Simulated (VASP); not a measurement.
Wanted: the native input for a VASP 6.6.1 run.

```yaml
Task: relaxation of cell and atoms
Functional: PBE
Potentials_or_basis: VASP PAW PBE potentials, release 64 (Si, C)
Cutoff: 600 eV
k_mesh: 10 × 10 × 10
Occupations: gaussian, width 0.03 eV
Spin: no spin polarisation
Further_INCAR_settings: ALGO = Normal; EDIFF = 1e-07; IBRION = 2; EDIFFG = -0.005; NSW = 90; ISIF = 3
```

The structure of SiC (Moissanite 3C) lies in POSCAR:

```
SiC                                     
1.0
   -0.0000000000      2.1892433624      2.1892433624
    2.1892433624     -0.0000000000      2.1892433624
    2.1892433624      2.1892433624      0.0000000000
  Si              C             
     1     1
Direct
     0.0000000000000000    0.0000000000000000    0.0000000000000000
     0.2500000000000000    0.2500000000000000    0.2500000000000000
```

One way to write it, as run:

INCAR

```
SYSTEM = SiC
  ALGO = Normal
  EDIFF = 1E-7
  EDIFFG = -0.005
  ENCUT = 600
  GGA = PE
  IBRION = 2
  ISIF = 3
  ISMEAR = 0
  LASPH = .TRUE.
  LCHARG = .FALSE.
  LREAL = .FALSE.
  LWAVE = .FALSE.
  NELM = 80
  NSW = 90
  PREC = Accurate
  SIGMA = 0.03
```

KPOINTS

```
k-points
0
G
  10 10 10
  0 0 0
```

Potentials or basis: VASP PAW PBE potentials, release 64 (Si, C).

Command:

```sh
$ cat potpaw_PBE.64/Si/POTCAR potpaw_PBE.64/C/POTCAR > POTCAR
$ mpirun -np 1 vasp_std > vasp.out
```

Results of the run:

```
Pressure after relaxing : 0.0 GPa
Band gap on the k mesh  : 1.37 eV, indirect (least direct gap 4.53 eV)
```

Caveat: the relaxation stopped at its first step, so nothing moved.

It took 5.6 s on 1 thread of Intel(R) Xeon(R) 6975P-C (Granite Rapids), with other jobs on the host, peak memory 0.15 GiB.
